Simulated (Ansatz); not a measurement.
**BaTiO3 stretched along one axis: stress and gap**

Cell: a structure deposited in the COD, its atoms then relaxed with PBE in this cell.

```
Ba Ti O
1.0
     3.99980    0.00000    0.00000
     0.00000    3.99980    0.00000
     0.00000    0.00000    4.01800
Ba Ti O
1 1 3
Direct
  0.00000 0.00000 0.99703
  0.50000 0.50000 0.48265
  0.50000 0.50000 0.02227
  0.50000 0.00000 0.51302
  0.00000 0.50000 0.51302
```

Sites (sets of like atoms) are named by element and the number of their first atom in this list.

Level of theory: DFT, PBE, plane waves and PAW, scalar-relativistic, 420 eV cutoff, Γ-centred 8×8×8 k-points, Fermi–Dirac smearing 0.02 eV (Ansatz 0.2.0).

The cell is stretched along z (the third Cartesian axis of the run's cell), x and y held, and the ions relax again each time. Tension counts as positive.

| strain along z (%) | stress along z (GPa) | stress along x (GPa) | gap on the k-mesh (eV) |
| --- | --- | --- | --- |
| -3 | -11.3 | -5.5 | 1.81 |
| -2 | -8.7 | -4.3 | 1.87 |
| -1 | ? | ? | ? |
| 0 | -4.8 | -2.4 | 1.86 |
| +1 | -3.3 | -1.5 | 1.85 |
| +2 | -2.0 | -0.6 | 1.84 |
| +3 | -0.9 | 0.2 | 1.84 |

**Question.** Estimate the row at -1 % from the others.

**Answer.** stress along z (GPa): -6.5; stress along x (GPa): -3.3; gap on the k-mesh (eV): 1.86. Worked: parabolas through the other 6 rows give -6.6 and -3.3 GPa at -1 %. Their slopes at zero strain are 171 GPa (the stiffness along z) and 93 GPa (the coupling of z to x). They hold at this cell, where the calculated pressure is 3.2 GPa. The gap doesn't change in one direction over the range: it is largest at -2 % (1.87 eV) and smallest at -3 % (1.81 eV), so no single slope describes it.

PBE gaps are too small, by a third to a half in many semiconductors; their changes with strain are better.

All values belong to this cell and structure model.
